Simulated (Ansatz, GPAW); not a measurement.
SiO2: GLLB-SC, run from Python

These are simulated results from GPAW 26.7.0, not measurements. The cell was built from a prototype and was relaxed with r2SCAN in plane waves (Ansatz 0.2.0). Not every such cell is a known phase. All runs are without spin polarisation.

Space group I4_1/amd (No. 141), tetragonal; conventional cell a = 3.490 Å, c = 8.406 Å, 8.53 Å³ an atom. Si has 6 O at 1.76–1.78 Å; O has 3 Si at 1.76–1.78 Å.

GLLB-SC is a model potential. Its fundamental gap is the Kohn-Sham gap plus a derivative discontinuity, which the script evaluates at the band edges among the listed k points. Its total energy isn't variational and serves nothing here.

The script, run.py:

```python
import json
from ase import Atoms
from gpaw import GPAW, PW, FermiDirac

atoms = Atoms(['Si', 'Si', 'O', 'O', 'O', 'O'],
              cell=[[-1.74488568, 1.74488568, 4.20308449], [1.74488568, -1.74488568, 4.20308449], [1.74488568, 1.74488568, -4.20308449]],
              scaled_positions=[[0.75, 0.25, 0.5], [0.0, 0.0, 0.0], [0.540950216, 0.040950216, 0.5], [0.790950216, 0.790950216, 0.0], [0.209049784, 0.209049784, 0.0], [0.959049784, 0.459049784, 0.5]],
              pbc=True)
calc = GPAW(mode=PW(400), xc='GLLBSC', kpts={'size': (6, 6, 6), 'gamma': True},
            occupations=FermiDirac(0.02), maxiter=100, legacy_gpaw=True, txt='gpaw.txt')
atoms.calc = calc
res = {'energy': atoms.get_potential_energy(force_consistent=True)}
res['electrons'] = calc.get_number_of_electrons()
res['k'] = calc.get_ibz_k_points().tolist()
res['levels'] = [calc.get_eigenvalues(kpt=i).tolist() for i in range(len(res['k']))]
points = [[0.0, 0.0, 0.0], [0.0, 0.0, 0.5], [0.25, 0.25, 0.25], [0.0, 0.5, 0.0], [0.5, 0.5, -0.5], [0.293086, 0.706914, -0.293086], [-0.293086, 0.293086, 0.293086], [-0.086172, 0.086172, 0.5], [0.5, 0.5, -0.086172], [-0.005208, -0.005208, 0.432292]]
bands = calc.fixed_density(kpts=points, symmetry='off', nbands=round(res['electrons']) // 2 + 6, convergence={'bands': -2}, txt='bands.txt')
res['points'] = [bands.get_eigenvalues(kpt=i).tolist() for i in range(len(points))]
homo, lumo = bands.get_homo_lumo()
potential = calc.hamiltonian.xc.response.calculate_discontinuity_potential(homo, lumo)
res['discontinuity'] = bands.hamiltonian.xc.response.calculate_discontinuity(potential)
json.dump(res, open('results.json', 'w'))
print('free energy (eV):', round(res['energy'], 5))
```

Command: `python run.py`. It took 110 s on 1 thread of AMD EPYC 7571, with other jobs on the host, peak memory 0.19 GiB.

The log gpaw.txt, trimmed of paths, versions and times, then the last line on the terminal. An iter line gives the energy in eV and the logarithms of the changes of orbitals (plane waves alone) and density (c: converged):

```
___ ___ ___ _ _ _
 |   |   |_  | | | |

 | | | | | . | | | |

 |__ |  _|___|_____|  26.7.0
 |___|_|

Input parameters:
  kpts: {gamma: True,
         size: (6, 6, 6)}
  maxiter: 100
  mode: {ecut: 400.0,
         name: pw}
  occupations: {fixmagmom: False,
                name: fermi-dirac,
                width: 0.02}
  xc: GLLBSC

System changes: positions, numbers, cell, pbc, initial_charges, initial_magmoms

Initialize ...

species:
  Si:
    name:    Silicon
    Z:       14.0
    valence: 4
    core:    10
    charge:  0.0  # [|e|]
    compensation charges:
      type: gauss
      rc: 0.33  # [Å]
      lmax: 2
    cutoffs:
      filter: 1.86  # [Å]
      core: 2.06  # [Å]
    projectors
    | kind |    occ | energy [eV] | rcut [Å] |

    |------|--------|-------------|----------|

    |   3s |  2.000 |     -12.033 |    1.058 |

    |   3p |  2.000 |      -5.571 |    1.058 |

    |    s |        |      15.179 |    1.058 |

    |    p |        |      21.640 |    1.058 |

    |    d |        |       0.000 |    1.058 |

    Using partial waves for Si as LCAO basis

  O:
    name:    Oxygen
    Z:       8.0
    valence: 6
    core:    2
    charge:  0.0  # [|e|]
    compensation charges:
      type: gauss
      rc: 0.21  # [Å]
      lmax: 2
    cutoffs:
      filter: 1.17  # [Å]
      core: 0.83  # [Å]
    projectors
    | kind |    occ | energy [eV] | rcut [Å] |

    |------|--------|-------------|----------|

    |   2s |  2.000 |     -28.986 |    0.688 |

    |   2p |  4.000 |     -13.358 |    0.598 |

    |    s |        |      -1.774 |    0.688 |

    |    p |        |      13.853 |    0.598 |

    |    d |        |       0.000 |    0.619 |

    Using partial waves for O as LCAO basis

Reference energy: -23877.040150  # eV

Spin-paired calculation

Convergence criteria:
 Maximum [total energy] change in last 3 cyles: 0.0005 eV / valence electron
 Maximum integral of absolute [dens]ity change: 0.0001 electrons / valence electron
 Maximum integral of absolute [eigenst]ate change: 4e-08 eV^2 / valence electron
 Maximum number of scf [iter]ations: 100
 (Square brackets indicate name in SCF output, whereas a 'c' in
 the SCF output indicates the quantity has converged.)

Symmetries present (total): 8

  ( 1  1  1)  ( 1  0  0)  ( 0  1  0)  ( 0  0  1)  ( 0  0 -1)  ( 0 -1  0)
  ( 0  0 -1)  ( 0  1  0)  ( 1  0  0)  (-1 -1 -1)  ( 1  1  1)  (-1  0  0)
  ( 0 -1  0)  ( 0  0  1)  (-1 -1 -1)  ( 0  1  0)  (-1  0  0)  ( 0  0 -1)

  (-1  0  0)  (-1 -1 -1)
  ( 0 -1  0)  ( 0  0  1)
  ( 1  1  1)  ( 1  0  0)

216 k-points: 6 x 6 x 6 Monkhorst-Pack grid + [1/12,1/12,1/12]
30 k-points in the irreducible part of the Brillouin zone
       k-points in crystal coordinates                weights
   0:     0.00000000    0.00000000    0.00000000          1/216
   1:     0.16666667   -0.16666667    0.00000000          4/216
   2:     0.16666667   -0.16666667    0.16666667          4/216
   3:     0.16666667    0.00000000    0.00000000          8/216
   4:     0.16666667    0.16666667   -0.16666667          2/216
   5:     0.33333333   -0.33333333    0.00000000          4/216
   6:     0.33333333   -0.33333333    0.16666667          8/216
   7:     0.33333333   -0.33333333    0.33333333          4/216
   8:     0.33333333   -0.16666667    0.00000000         16/216
   9:     0.33333333   -0.16666667    0.16666667          8/216
          ...
  29:     0.50000000    0.50000000    0.50000000          1/216

Wave functions: Plane wave expansion
  Cutoff energy: 400.000 eV
  Number of coefficients (min, max): 908, 946
  Pulay-stress correction: 0.000000 eV/Ang^3 (de/decut=0.000000)
  Using FFTW library
  ScaLapack parameters: grid=1x1, blocksize=None
  Wavefunction extrapolation:
    Improved wavefunction reuse through dual PAW basis

Occupation numbers: Fermi-Dirac:
  width: 0.0200  # eV

Eigensolver
   Davidson(niter=2)

Densities:
  Coarse grid: 24*24*24 grid
  Fine grid: 48*48*48 grid
  Total Charge: 0.000000

Density mixing:
  Method: separate
  Backend: msr1
  Linear mixing parameter: 0.05
  old densities: 10
  Width of damping distribution: 1.1
  Damping of long wavelength oscillations: 20

Hamiltonian:
  XC and Coulomb potentials evaluated on a 48*48*48 grid
  Using the GLLBSC Exchange-Correlation functional
  External potential:
    NoExternalPotential

XC parameters: GLLBSC functional being used consists of
  -----------------------------------------------------------------------
  | Weight | Module     | Description                                   |

  -----------------------------------------------------------------------
  |  1.000 | SCREENING  | GGA_X_PBE_SOL with 2 nearest neighbor stencil |

  |  1.000 | RESPONSE   | eps=0.0500 eV                                 |

  |  1.000 | XC         | GGA_C_PBE_SOL with 2 nearest neighbor stencil |

  -----------------------------------------------------------------------

Memory estimate:
  Process memory now: 116.46 MiB
  Calculator: 24.66 MiB
    Density: 6.08 MiB
      Arrays: 2.74 MiB
      Localized functions: 1.23 MiB
      Mixer: 2.11 MiB
    Hamiltonian: 1.82 MiB
      Arrays: 1.79 MiB
      XC: 0.00 MiB
      Poisson: 0.00 MiB
      vbar: 0.03 MiB
    Wavefunctions: 16.76 MiB
      Arrays psit_nG: 10.39 MiB
      Eigensolver: 0.51 MiB
      Projections: 0.86 MiB
      Projectors: 4.04 MiB
      PW-descriptor: 0.96 MiB

Total number of cores used: 1

Number of atoms: 6
Number of atomic orbitals: 24
Number of bands in calculation: 24
Number of valence electrons: 32
Bands to converge: occupied

... initialized

Initializing position-dependent things.

Density initialized from atomic densities
Creating initial wave functions:
  24 bands from LCAO basis set
Positions:
   0 Si     0.000000    1.744886    2.101542    ( 0.0000,  0.0000,  0.0000)
   1 Si     0.000000    0.000000    0.000000    ( 0.0000,  0.0000,  0.0000)
   2 O     -0.000000    1.744886    0.344234    ( 0.0000,  0.0000,  0.0000)
   3 O      0.000000   -0.000000    6.648861    ( 0.0000,  0.0000,  0.0000)
   4 O     -0.000000    0.000000    1.757308    ( 0.0000,  0.0000,  0.0000)
   5 O      0.000000    1.744886    3.858850    ( 0.0000,  0.0000,  0.0000)

Unit cell:
           periodic     x           y           z      points  spacing
  1. axis:    yes   -1.744886    1.744886    4.203084    24     0.1343
  2. axis:    yes    1.744886   -1.744886    4.203084    24     0.1343
  3. axis:    yes    1.744886    1.744886   -4.203084    24     0.1028

  Lengths:   4.873928   4.873928   4.873928
  Angles:  138.044668 138.044668  60.834595

Effective grid spacing dv^(1/3) = 0.1547

iter:   1   -49.952638
iter:   2   -50.451194   -1.98  -0.75
iter:   3   -43.106948   -0.19  -0.77
iter:   4   -41.471296   -0.73  -0.75
iter:   5   -41.687577   -1.39  -1.39
iter:   6   -40.554500   -2.37  -1.46
iter:   7   -40.326743   -3.08  -2.12
iter:   8   -40.355067   -4.22  -2.73
iter:   9   -40.378922   -5.52  -2.84
iter:  10   -40.401699   -5.30  -3.13
iter:  11   -40.399093   -7.06  -4.26c
iter:  12   -40.397870c  -7.95c -4.68c

Converged after 12 iterations.

Energy contributions relative to reference atoms: (reference = -23877.040150)

Kinetic:        +26.965729
Potential:       -9.708467
External:        +0.000000
XC:             -57.151480
Entropy (-ST):   -0.000000
Local:           -0.503652
SIC:             +0.000000
--------------------------
Free energy:    -40.397870
Extrapolated:   -40.397870

GLLBSC response reference energy: 3.84320 eV (from HOMO)

Showing only first 2 kpts
 Kpt  Band  Eigenvalues  Occupancy
  0    14      3.16646    2.00000
  0    15      3.16699    2.00000
  0    16     11.04610    0.00000
  0    17     13.94079    0.00000

  1    14      3.05683    2.00000
  1    15      3.33252    2.00000
  1    16     12.31649    0.00000
  1    17     13.87568    0.00000

Fermi level: 8.81454

Gap: 7.202 eV
Transition (v -> c):
  (s=0, k=15, n=15, [0.33, 0.33, 0.17]) -> (s=0, k=0, n=16, [0.00, 0.00, 0.00])
Direct/indirect transitions are different
Direct gap: 7.879 eV
Transition at: (s=0, k=0, n=15, [0.00, 0.00, 0.00])

free energy (eV): -40.39787
```

The gap in the log is over the mesh alone; results.json adds the listed points. GLLB-SC gives a gap of 9.44 eV (7.194 eV Kohn-Sham over the listed points plus 2.242 eV discontinuity). On the same cell, plane-wave PBE (Ansatz, 10×10×10 k points and the special points) gives a gap of 6.30 eV and r2SCAN a gap of 7.20 eV; on shared hosts these took about 23 and 50 core-seconds on the 6-atom cell, against 110 for the script. Semilocal gaps usually lie below measured ones.
